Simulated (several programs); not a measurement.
# Many methods on one cell: TlCl (Pm-3m)

TlCl (started from an entry of an open crystallographic database), relaxed with r2SCAN+rVV10 in Ansatz, was computed with several methods. Space group Pm-3m (No. 221), cubic; conventional cell a = 3.794 Å, 27.30 Å³ an atom. Tl has 8 Cl at 3.29 Å; Cl has 8 Tl at 3.29 Å. Calculated for a static, non-magnetic cell.

Space group Pm-3m (No. 221). a = 3.794 Å, b = 3.794 Å, c = 3.794 Å, α = 90.00°, β = 90.00°, γ = 90.00°
```json
{"atom": "Tl", "site": "1a", "symmetry": "m-3m", "x": "0.0000", "y": "0.0000", "z": "0.0000"}
{"atom": "Cl", "site": "1b", "symmetry": "m-3m", "x": "0.5000", "y": "0.5000", "z": "0.5000"}
```

Gaps and times are for a single point on this cell; volume and bulk modulus come from each method's own relaxation or energy curve at fixed shape. Times are rough, from shared hosts (Arm Neoverse V1; NVIDIA H100 80GB HBM3), and each method has its own mesh and cell size. A star marks a curve whose lowest point is an end point. PM7 (MOPAC), GFN1-xTB (tblite), GFN2-xTB (tblite) treat a cluster of cells at its zone centre, which samples few k points: where these miss a band edge, the gap comes out too large for that reason alone. Gaps from k meshes are read at a limited set of points (mesh, symmetry points, PBE's band edges), so each method's own least gap may be somewhat smaller. xTB and the PM methods were fitted mostly to molecules, and can miss a solid's gap by electronvolts. Minimal bases can be far off for gaps. Times of the plane-wave ladder aren't listed, since it ran on unlike processors and cards. GLLB-SC's gap includes the derivative discontinuity. G0W0 is at finite bands, cutoff and mesh. d marks a direct gap, i an indirect one (no mark: not told apart), a dash a value that wasn't computed or didn't pass its checks.

| method | kind | gap (eV) | own volume (Å³/atom) | bulk modulus (GPa) | atoms computed | processor time |
| --- | --- | --- | --- | --- | --- | --- |
| PBE-D3(BJ) | semilocal | – | 30.07 | – | 2 | – |
| r2SCAN+rVV10 | semilocal | – | 27.30 | – | 2 | – |
| PBE-D4 | semilocal | – | 30.82 | – | 2 | – |
| light PBE (260 eV and a coarse mesh) | light plane-wave | 2.01 d | – | – | 2 | 0.7 s |
| LDA | semilocal | 1.78 d | – | – | 2 | – |
| PBE | semilocal | 1.99 d | – | – | 2 | – |
| GFN1-xTB (tblite) | tight binding | 6.04 | – | – | cluster | 1.7 s |
| GFN2-xTB (tblite) | tight binding | 6.92 | – | – | cluster | 3.2 s |
| r2SCAN | semilocal | 2.42 d | – | – | 2 | – |
| PBE+SOC | semilocal | 1.46 i | – | – | 2 | – |
| PBE/single zeta (GPAW) | small basis | 1.89 d | – | – | 2 | 4.4 s |
| PBE/SZV (CP2K) | small basis | 1.78 d | – | – | 2 | 4.6 s |
| GLLB-SC (GPAW) | model potential | 3.72 | – | – | 2 | 8.3 s |
| PM7 (MOPAC) | semi-empirical | 9.33 | – | – | cluster | 11 s |
| PBE/DZVP (CP2K) | small basis | 1.94 d | 29.83* | 23* | 2 | 13 s |
| LC-ωPBE | hybrid | 7.13 d | – | – | 2 | – |
| G0W0@r2SCAN (180 eV screening cutoff) | many-body | 3.44 | – | – | 2 | – |
| HSE06 | hybrid | 2.74 d | – | – | 2 | – |
| PBE0 | hybrid | 3.39 d | – | – | 2 | – |
| G0W0@PBE (260 eV screening cutoff) | many-body | 3.19 | – | – | 2 | – |
| r2SCANh | hybrid | 2.92 d | – | – | 2 | – |
| DDH-PBE0 | hybrid | 3.00 d | – | – | 2 | – |
| G0W0@PBE0 (180 eV screening cutoff) | many-body | 3.77 | – | – | 2 | – |
| G0W0@LDA (140 eV screening cutoff) | many-body | 3.00 | – | – | 2 | – |
| G0W0@HSE06 (180 eV screening cutoff) | many-body | 3.57 | – | – | 2 | – |
| HSE06+SOC | hybrid | 2.21 i | – | – | 2 | – |

Against HSE06 (2.74 eV) and with closed or daggered gaps left aside, the nearest gap at the points sampled is that of r2SCANh (+0.18 eV) and the farthest that of PM7 (MOPAC) (+6.59 eV). HSE06 is only a yardstick of convenience, and nearness to it can be luck.

Runs without a result: PM6 (MOPAC) (single point, out of time).

Only the rows marked +SOC include spin-orbit coupling.
